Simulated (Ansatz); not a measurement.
## Ti under changes of volume

One of the cells (17.676 Å³/atom); the others are scaled copies at fixed shape and fractional positions:

```
Ti
1.0
    -1.64100    1.64100    1.64100
     1.64100   -1.64100    1.64100
     1.64100    1.64100   -1.64100
Ti
1
Direct
  0.00000 0.00000 0.00000
```

This isn't the form of Ti at room conditions, which is hcp.

```yaml
Program: Ansatz 0.2.0
Functional: LDA
Potentials_or_basis: Ansatz PAW
Cutoff: "420 eV (not typed: the program's choice for these potentials)"
k_mesh: 11 × 11 × 11
Occupations: fermi-dirac, width 0.05 eV
Spin: no spin polarisation
```

```csv
volume (Å³/atom),energy over the lowest point (meV/atom),pressure (GPa)
16.616,0.00,-5.3
16.969,14.48,-7.4
17.323,33.33,-9.2
17.676,56.12,-10.9
18.030,?,?
18.383,111.96,-13.9
18.737,144.34,-15.1
```

What does the run at 18.030 Å³/atom give?

Energy over the lowest point 82.45 meV/atom; pressure -12.5 GPa.

Worked out: A Birch-Murnaghan fit of order 3 (a polynomial in V^(-2/3)) to the other rows has no minimum within the range. It gives 82.49 meV/atom at 18.030 Å³/atom, against the run's 82.45, and -dE/dV = -12.7 GPa, against -12.5.

Energies are extrapolated to zero smearing.

Caveats: the PAW data sets come from PBE, with cores solved anew for the run's functional, which leaves a small shift of forces and pressure.
